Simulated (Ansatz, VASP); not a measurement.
## One calculation of CsSnBr3, two programs

```
Cs Sn Br
1.0
     5.66479    0.00000    0.00000
     0.00000    5.66479    0.00000
     0.00000    0.00000    5.66479
Cs Sn Br
1 1 3
Cartesian
  2.8324 2.8324 2.8324
  0.0000 0.0000 0.0000
  2.8324 0.0000 0.0000
  0.0000 2.8324 0.0000
  0.0000 0.0000 2.8324
```

Alike in both runs: functional LDA; k mesh 6 × 6 × 6; no spin polarisation.

Ansatz relaxed the structure, and its values are those at the end. VASP's run is a single point on that final structure, the one shown.

|  | VASP | Ansatz |
| --- | --- | --- |
| version | VASP 6.6.1 | Ansatz 0.2.0 |
| potentials or method | VASP PAW LDA potentials, release 64 (Cs_sv, Sn_d, Br) | scalar-relativistic, plane waves, PAW |
| plane-wave cutoff (eV) | 520 | 420 |
| occupations | gaussian, width 0.01 eV | fixed |
| valence electrons in the cell | 44 | 44 |

```tsv
	VASP	Ansatz	Ansatz less VASP
gap on the k mesh at the Fermi level (eV)	none	none	-
pressure (GPa)	0.0	0.0	-0.04
```

A gap of «none» marks a metal or a gap that the smearing closes. Ansatz warned: «unresolved_pair_at_count».

The runs have no spin-orbit coupling, so splittings on Cs are missing.
